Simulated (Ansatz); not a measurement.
# TaN: the cell at several levels of theory

An exercise on one series of results from a longer session: the logs are not shown, and one member is left open.

Code: Ansatz 0.2.0. PAW datasets, plane waves, zero pressure. (Simulation; spin polarisation is off.)

6 further runs of the same task are left out: 6 set aside as unsound or not needed.

### The cell

Space group P-6m2 (No. 187), hexagonal; conventional cell a = 2.938 Å, c = 2.883 Å, 10.78 Å³ an atom. Near Ta stand 6 N at 2.23 Å; near N stand 6 Ta at 2.23 Å.

As a file:

```cif
data_structure
_symmetry_space_group_name_H-M 'P 1'
_symmetry_Int_Tables_number 1
_cell_length_a 2.9380
_cell_length_b 2.9380
_cell_length_c 2.8830
_cell_angle_alpha 90.000
_cell_angle_beta 90.000
_cell_angle_gamma 120.000
_cell_volume 21.55
loop_
_atom_site_label
_atom_site_type_symbol
_atom_site_fract_x
_atom_site_fract_y
_atom_site_fract_z
_atom_site_occupancy
Ta1 Ta 0.33333 0.66667 0.50000 1
N1 N 0.00000 0.00000 0.00000 1
```

The first run:

input.yaml

```yaml
crystal:
  lattice:
    - [2.938, 0.0, 0.0]
    - [-1.469, 2.5443826363, 0.0]
    - [0.0, 0.0, 2.883]
  atoms:
    - { symbol: Ta, position: [0.3333333333, 0.6666666667, 0.5] }
    - { symbol: "N", position: [0.0, 0.0, 0.0] }
kpoints:
  mp_grid: { grid: [12, 12, 8] }
hamiltonian:
  xc: pbe
scf:
  occupations: { method: fermi_dirac, width: 0.02 }
relax:
  f_tol: 0.005
  cell: {}
```

Started as:

```
$ ansatz run input.yaml --threads 1 --pin off --max-ram 2304MiB --backend cpu --events-out ev --progress --plain --runs-dir out
```

Steps of the session up to this table: Relaxation with PBE; r2SCAN: cell and atoms; PBEsol: cell and atoms; LDA: cell and atoms; Relaxation with HSE06.

One table of the session follows, with a row left open; its other results are not shown here.

It belongs to the step «The cells side by side». 

| level | a (Å) | c (Å) | volume (Å³/atom) |
| --- | --- | --- | --- |
| PBE | 2.950 | 2.898 | 10.921 |
| r2SCAN | ? | ? | ? |
| PBEsol | 2.924 | 2.871 | 10.628 |
| LDA | 2.906 | 2.852 | 10.432 |
| HSE06 | 2.928 | 2.874 | 10.672 |

Q: Estimate the row for r2SCAN from the others.

The run gave: a (Å): 2.936; c (Å): 2.885; volume (Å³/atom): 10.768. In the column «a (Å)» it lies between HSE06 (2.928) and PBE (2.950).

The volume runs from LDA (least) to PBE (most), a spread of 4.7 %, or 1.5 % in length if all axes shared it alike. The meshes differ: PBE 12×12×8, r2SCAN 12×12×8, PBEsol 12×12×8, LDA 12×12×8, HSE06 6×6×6.

To keep in mind: Warnings in the runs' records: filled band counts differ across k points.
